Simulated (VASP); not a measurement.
# ZrSe2 (P-3m1) in VASP: notebook

The runs below take ZrSe2 through relaxation of cell and atoms, with rev-vdW-DF2.

Program: VASP 6.6.1. These are calculated values, not measurements. Logs are shortened: lines on timing, memory, paths and dates and some standing lists are left out, and cuts for length are marked.

## Step 1: The structure

It takes space group P-3m1 (No. 164, trigonal). Conventional cell: a = 3.798 Å, b = 3.798 Å, c = 6.192 Å, α = 90.00°, β = 90.00°, γ = 120.00°. Zr (site symmetry -3m) has 6 Se at 2.68 Å as nearest neighbours. Se (site symmetry 3m) has 3 Zr at 2.68 Å as nearest neighbours.

## Step 2: Relaxation of cell and atoms, rev-vdW-DF2

The input, INCAR:

```
  AGGAC = 0.0
  ALGO = Normal
  EDIFF = 1E-6
  EDIFFG = -0.01
  ENCUT = 600
  GGA = MK
  IBRION = 2
  ISIF = 3
  ISMEAR = 0
  LASPH = True
  LCHARG = False
  LREAL = False
  LUSE_VDW = True
  LWAVE = False
  NELM = 80
  NSW = 90
  PARAM1 = 0.1234
  PARAM2 = 0.711357
  PREC = Accurate
  SIGMA = 0.03
  ZAB_VDW = -1.8867
```

The input, KPOINTS:

```
k-points
0
Gamma
  9 9 5
```

The input, POSCAR:

```
ZrSe2
1.0
    3.7980000000      0.0000000000      0.0000000000
   -1.8990000000      3.2891644800      0.0000000000
    0.0000000000      0.0000000000      6.1920000000
Zr Se
1 2
Direct
    0.0000000000      0.0000000000      0.0000000000
    0.3333333300      0.6666666700      0.2500000000
    0.6666666700      0.3333333300      0.7500000000
```

Potentials or basis: VASP PAW PBE potentials, release 64 (Zr_sv, Se).

Command:

```sh
$ cat potpaw_PBE.64/Zr_sv/POTCAR potpaw_PBE.64/Se/POTCAR > POTCAR
$ mpirun -np 1 vasp_std > vasp.out
```

OUTCAR:

```text
EDIFF = 1E-6
   EDIFFG = -0.01
   ENCUT = 600
   GGA = MK
   IBRION = 2
   ISIF = 3
   ISMEAR = 0
   LASPH = True
   LREAL = False
   NELM = 80
   NSW = 90
   PREC = Accurate

 ion  position               nearest neighbor table
   1  0.000  0.000  0.000-   2 2.68   3 2.68   2 2.68   3 2.68   3 2.68   2 2.68
   2  0.333  0.667  0.250-   1 2.68   1 2.68   1 2.68
   3  0.667  0.333  0.750-   1 2.68   1 2.68   1 2.68

  LATTYP: Found a hexagonal cell.
 ALAT       =     3.7980000000
 C/A-ratio  =     1.6303317536

  Lattice vectors:

 A1 = (   3.7980000000,   0.0000000000,   0.0000000000)
 A2 = (  -1.8990000000,   3.2891644800,   0.0000000000)
 A3 = (   0.0000000000,   0.0000000000,   6.1920000000)

Analysis of symmetry for initial positions (statically):
=====================================================================
 Subroutine PRICEL returns:
 Original cell was already a primitive cell.

 Routine SETGRP: Setting up the symmetry group for a
 hexagonal supercell.

 Subroutine GETGRP returns: Found 12 space group operations
 (whereof 12 operations were pure point group operations)
 out of a pool of 24 trial point group operations.

The static configuration has the point symmetry D_3d.

Analysis of symmetry for dynamics (positions and initial velocities):
=====================================================================
 Subroutine PRICEL returns:
 Original cell was already a primitive cell.

 Routine SETGRP: Setting up the symmetry group for a
 hexagonal supercell.

 Subroutine GETGRP returns: Found 12 space group operations
 (whereof 12 operations were pure point group operations)
 out of a pool of 24 trial point group operations.

The dynamic configuration has the point symmetry D_3d.

 Subroutine INISYM returns: Found 12 space group operations
 (whereof 12 operations are pure point group operations),
 and found     1 'primitive' translations

----------------------------------------------------------------------------------------

                                     Primitive cell

  volume of cell :      77.3520

  direct lattice vectors                    reciprocal lattice vectors
     3.798000000  0.000000000  0.000000000     0.263296472  0.152014289  0.000000000
    -1.899000000  3.289164480  0.000000000     0.000000000  0.304028578  0.000000000
     0.000000000  0.000000000  6.192000000     0.000000000  0.000000000  0.161498708

  length of vectors
     3.798000000  3.797999997  6.192000000     0.304028578  0.304028578  0.161498708

  position of ions in fractional coordinates (direct lattice)
     0.000000000  0.000000000  0.000000000
     0.333333330  0.666666670  0.250000000
     0.666666670  0.333333330  0.750000000

  ion indices of the primitive-cell ions
   primitive index   ion index
                 1           1
                 2           2
                 3           3

----------------------------------------------------------------------------------------

 KPOINTS: k-points

Automatic generation of k-mesh.
 Grid dimensions read from file:
 generate k-points for:    9    9    5

 Generating k-lattice:

  Cartesian coordinates                     Fractional coordinates (reciprocal lattice)
     0.029255164  0.016890477  0.000000000     0.111111111 -0.000000000  0.000000000
     0.000000000  0.033780953  0.000000000     0.000000000  0.111111111  0.000000000
     0.000000000  0.000000000  0.032299742     0.000000000  0.000000000  0.200000000

  Length of vectors
     0.033780953  0.033780953  0.032299742

  Shift w.r.t. Gamma in fractional coordinates (k-lattice)
     0.000000000  0.000000000  0.000000000

 Subroutine IBZKPT returns following result:
 ===========================================

 Found     50 irreducible k-points:

 Following reciprocal coordinates:
            Coordinates               Weight
  0.000000  0.000000  0.000000      1.000000
  0.111111 -0.000000  0.000000      6.000000
  0.222222 -0.000000  0.000000      6.000000
  0.333333 -0.000000  0.000000      6.000000
  0.444444 -0.000000  0.000000      6.000000
  0.111111  0.111111  0.000000      6.000000
[... 16 lines left out ...]
  0.222222  0.111111  0.200000     12.000000
 -0.111111  0.333333  0.200000     12.000000
 [... further k-points ...]
   k-points           NKPTS =     50   k-points in BZ     NKDIM =     50   number of bands    NBANDS=     16
   number of dos      NEDOS =    301   number of ions     NIONS =      3
   total plane-waves  NPLWV =  45000
   dimension x,y,z NGX =    30 NGY =   30 NGZ =   50
   dimension x,y,z NGXF=    60 NGYF=   60 NGZF=  100
   ions per type =               1   2
   NGX,Y,Z   is equivalent  to a cutoff of  13.13, 13.13, 13.42 a.u.
   NGXF,Y,Z  is equivalent  to a cutoff of  26.26, 26.26, 26.85 a.u.
 SYSTEM =  unknown system
   PREC   = accura    normal or accurate (medium, high low for compatibility)
   ISTART =      0    job   : 0-new  1-cont  2-samecut
   ICHARG =      2    charge: 1-file 2-atom 10-const
   ISPIN  =      1    spin polarized calculation?
   LNONCOLLINEAR =      F non collinear calculations
   LSORBIT =      F    spin-orbit coupling
   LASPH  =      T    aspherical Exc in radial PAW
   ENCUT  =  600.0 eV  44.10 Ry    6.64 a.u.   7.59  7.59 12.37*2*pi/ulx,y,z
   NELM   =     80;   NELMIN=  2; NELMDL= -5     # of ELM steps
   EDIFF  = 0.1E-05   stopping-criterion for ELM
   LREAL  =      F    real-space projection
   EDIFFG = -.1E-01   stopping-criterion for IOM
   NSW    =     90    number of steps for IOM
   IBRION =      2    ionic relax: 0-MD 1-quasi-New 2-CG
   NFREE  =      1    steps in history (QN), initial steepest desc. (CG)
   ISIF   =      3    stress and relaxation
   ISYM   =      2    0-nonsym 1-usesym 2-fastsym
   POTIM  = 0.5000    time-step for ionic-motion
   TEBEG  =    0.0;   TEEND  =   0.0 temperature during run
   PSTRESS=    0.0 pullay stress
   NELECT =      24.0000    total number of electrons
   NUPDOWN=      -1.0000    fix difference up-down
   EMIN   =  10.00;   EMAX   =-10.00  energy-range for DOS
   EFERMI =   0.00;   METHOD = LEGACY
   ISMEAR =     0;   SIGMA  =   0.03  broadening in eV -4-tet -1-fermi 0-gaus
   EFERMI_NEDOS =   21; number of points for ismear=-14 and -15
   IALGO  =     38    algorithm
   IMIX   =      4    mixing-type and parameters
     AMIX     =   0.40;   BMIX     =  1.00
     AMIX_MAG =   1.60;   BMIX_MAG =  1.00
  volume/ion in A,a.u.               =      25.78       174.00
  Fermi-wavevector in a.u.,A,eV,Ry     =   1.108293  2.094371 16.712230  1.228314
  Thomas-Fermi vector in A             =   2.244819
   LORBIT       =      0    0 simple, 1 ext, 2 COOP (PROOUT), +10 PAW based schemes
   GGA     = MK    functional components
   LHFCALC =     F    Hartree Fock is set to
   AEXX    =    0.0000 exact exchange contribution
   IVDW_NL    =     1    kernel type
   BPARAM     = 6.3000
   IVDW    =     0    specifies the selected vdW correction
   LEPSILON=     F    determine dielectric tensor
   LRPA    =     F    only Hartree local field effects (RPA)
 conjugate gradient relaxation of ions
 non-spin polarized calculation
 Gauss-broadening in eV      SIGMA  =   0.03
  energy-cutoff  :      600.00
  volume of cell :       77.35
 maximum number of plane-waves:      2605
   NGX = 15   NGY = 15   NGZ = 25

--------------------------------------- Ionic step        1  -------------------------------------------

 number of electron      24.0000000 magnetization

 Free energy of the ion-electron system (eV)
  ---------------------------------------------------
  ext. energy  EPLUGINS =         0.00000000
  ---------------------------------------------------
  free energy    TOTEN  =       -14.56350730 eV

  energy without entropy =      -14.56350730  energy(sigma->0) =      -14.56350730

------------------------ aborting loop because EDIFF is reached ----------------------------------------

  FORCE on cell =-STRESS in cart. coord.  units (eV):
  Direction    XX          YY          ZZ          XY          YZ          ZX
  --------------------------------------------------------------------------------------
  -------------------------------------------------------------------------------------
  Total        0.0658725      0.0658725      0.7764840      0.0000000      0.0000000      0.0000000
  in kB        1.3644053      1.3644053     16.0831679      0.0000000      0.0000000      0.0000000
  external PRESSURE =       6.2706595 kB  Pullay stress =       0.0000000 kB
[... 96 lines left out ...]
  FREE ENERGIE OF THE ION-ELECTRON SYSTEM (eV)
  ---------------------------------------------------
  free  energy   TOTEN  =       -14.5716886827 eV

  energy  without entropy=      -14.5716886827  energy(sigma->0) =      -14.57168868

Total vdW correction in eV:      3.5364555

[... ionic steps 4 to 15 ...]

--------------------------------------- Ionic step       16  -------------------------------------------

 number of electron      24.0000002 magnetization

------------------------ aborting loop because EDIFF is reached ----------------------------------------

  FORCE on cell =-STRESS in cart. coord.  units (eV):
  Direction    XX          YY          ZZ          XY          YZ          ZX
  --------------------------------------------------------------------------------------
  -------------------------------------------------------------------------------------
  Total       -0.0398818     -0.0398818      0.0326400      0.0000000      0.0000000      0.0000000
  in kB       -0.8453151     -0.8453151      0.6918217      0.0000000      0.0000000      0.0000000
  external PRESSURE =      -0.3329362 kB  Pullay stress =       0.0000000 kB
[... 63 lines left out ...]
Total vdW correction in eV:      3.4725354

--------------------------------------- Ionic step       18  -------------------------------------------

 number of electron      24.0000002 magnetization

 Free energy of the ion-electron system (eV)
  ---------------------------------------------------
  ext. energy  EPLUGINS =         0.00000000
  ---------------------------------------------------
  free energy    TOTEN  =       -14.58102324 eV

  energy without entropy =      -14.58102324  energy(sigma->0) =      -14.58102324

 E-fermi :   4.5703     XC(G=0):  -9.6980

 val. band max:        4.4751139255   @ k =   0.0000   0.0000   0.0000
 cond. band min:       4.6732051256   @ k =   0.0000   0.4444   0.4000
 fundamental gap:      0.1980912001
 Fermi energy:         4.5702601112

 k-point     1 :       0.0000    0.0000    0.0000
  band No.  band energies     occupation
      1     -45.0529      2.00000
      2     -23.1095      2.00000
      3     -23.0031      2.00000
      4     -23.0031      2.00000
      5      -8.8584      2.00000
      6      -7.5809      2.00000
[... 8 lines left out ...]
     15       5.8138      0.00000
     16       8.5411      0.00000
[... 420 lines left out ...]
  band No.  band energies     occupation
      1     -45.0445      2.00000
      2     -23.1202      2.00000
      3     -23.0803      2.00000
      4     -23.0367      2.00000
      5      -8.1742      2.00000
      6      -7.6470      2.00000
[... 8 lines left out ...]
     15       7.1678      0.00000
     16       8.0225      0.00000

 [... further k-points ...]

------------------------ aborting loop because EDIFF is reached ----------------------------------------

  FORCE on cell =-STRESS in cart. coord.  units (eV):
  Direction    XX          YY          ZZ          XY          YZ          ZX
  --------------------------------------------------------------------------------------
  -------------------------------------------------------------------------------------
  Total       -0.0056451     -0.0056451     -0.0228756      0.0000000     -0.0000000      0.0000000
  in kB       -0.1197460     -0.1197460     -0.4852435      0.0000000     -0.0000000      0.0000000
  external PRESSURE =      -0.2415785 kB  Pullay stress =       0.0000000 kB
[... 18 lines left out ...]
  FREE ENERGIE OF THE ION-ELECTRON SYSTEM (eV)
  ---------------------------------------------------
  free  energy   TOTEN  =       -14.5810232447 eV

  energy  without entropy=      -14.5810232410  energy(sigma->0) =      -14.58102324

Total vdW correction in eV:      3.4731275

 reached required accuracy - stopping structural energy minimisation
```

It took 12 min on 1 thread of Intel Xeon 6975P-C (Granite Rapids), shared host; peak memory 0.51 GiB.

Results:

```yaml
Free_energy: -14.5810 eV
Relaxed_volume: 25.18 Å³/atom
Relaxed_cell: a = 3.767 Å, b = 3.767 Å, c = 6.146 Å, α = 90.00°, β = 90.00°, γ = 120.00°
Space_group_after_relaxing_to_0.05_Å: P-3m1 (No. 164)
Energy_gained_by_relaxing: 5.8 meV/atom
Ionic_steps: 18
Pressure_after_relaxing: 0.0 GPa
Largest_force_after_relaxing: 0.003 eV/Å
Band_gap_on_the_k_mesh: 0.20 eV, indirect (least direct gap 1.00 eV)
```

Forces in eV/Å, atoms in the order of the input:
```
Zr   0.000  0.000  0.000
Se   0.000  0.000 -0.003
Se   0.000  0.000  0.003
```

Step by step:
| step | energy change (eV) | largest force (eV/Å) | pressure (GPa) | volume (Å³) |
| --- | --- | --- | --- | --- |
| 1 | 0.0000 | 0.3553 | 0.63 | 77.35 |
| 2 | -0.0072 | 0.0180 | -1.21 | 78.48 |
| 3 | -0.0082 | 0.0757 | -0.76 | 78.19 |
| 4 | -0.0133 | 0.0578 | -0.26 | 77.29 |
| 5 | -0.0136 | 0.0517 | -0.09 | 77.02 |
| 6 | -0.0144 | 0.0635 | 0.00 | 76.79 |
| 7 | -0.0159 | 0.0971 | 0.29 | 76.08 |
| 8 | -0.0141 | 0.1614 | 0.94 | 74.67 |
| 9 | -0.0161 | 0.1163 | 0.46 | 75.72 |
| 10 | -0.0164 | 0.1031 | 0.39 | 75.71 |
| 11 | -0.0171 | 0.0625 | 0.17 | 75.68 |
| 12 | -0.0170 | 0.0170 | -0.24 | 75.60 |
| 13 | -0.0173 | 0.0279 | -0.02 | 75.64 |
| 14 | -0.0173 | 0.0251 | -0.03 | 75.64 |
| 15 | -0.0173 | 0.0214 | -0.03 | 75.63 |
| 16 | -0.0175 | 0.0119 | -0.03 | 75.59 |
| 17 | -0.0175 | 0.0081 | -0.04 | 75.51 |
| 18 | -0.0175 | 0.0033 | -0.02 | 75.53 |

Final structure:
```
Zr Se
1.0
     3.76694    0.00000    0.00000
    -1.88347    3.26227    0.00000
     0.00000    0.00000    6.14632
Zr Se
1 2
Direct
  0.00000 0.00000 0.00000
  0.33333 0.66667 0.25945
  0.66667 0.33333 0.74055
```

Caveat: the PAW data sets were made with another functional, which shifts forces and pressure a little; an odd mesh through Γ misses points on the zone boundary, where band edges often lie.

(Part 1 of 2 ends here.)
